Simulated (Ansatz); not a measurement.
**W: field gradients at two levels of theory**

Cell: a COD entry, whose atoms a relaxation with PBE at fixed cell left in place.

Space group Pm-3n (No. 223); a = 5.0830 Å.

```
site  Wyckoff  site symmetry       x       y       z
  W1       2a           m-3.  0.0000  0.0000  0.0000
  W3       6c          -4m.2  0.0000  0.5000  0.2500
```

One atom of each set is listed.

First run. Computed with Ansatz: DFT, PBE, plane waves and PAW, scalar-relativistic, 420 eV cutoff, Γ-centred 9×9×9 k-points, Fermi–Dirac smearing 0.05 eV.

```json
{"site": "W3", "V_zz (10²¹ V/m²)": "-6.32", "η": "0.00"}
```

Second run. The same atoms and settings, except that the functional is LDA.

Task: Given the first result, estimate the second.

Result: 

| site | V_zz | η | change of V_zz |
| --- | --- | --- | --- |
| W3 | -6.39 | 0.00 | -0.07 |

The largest change of V_zz is on W3, from -6.32 to -6.39. In per cent, |V_zz| changes by +1 on W (all sites that start above 2). Sites without a gradient aren't listed.

With no gap above 0.1 eV, as in a metal, the gradients converge slowly in k; expect changes of a tenth or more on a denser mesh. Without spin–orbit coupling the gradients at and beside W can be off by some per cent, at some sites by more.
For the second run: At this cell the LDA pressure is -14 GPa, so with LDA the cell would shrink if it were relaxed.
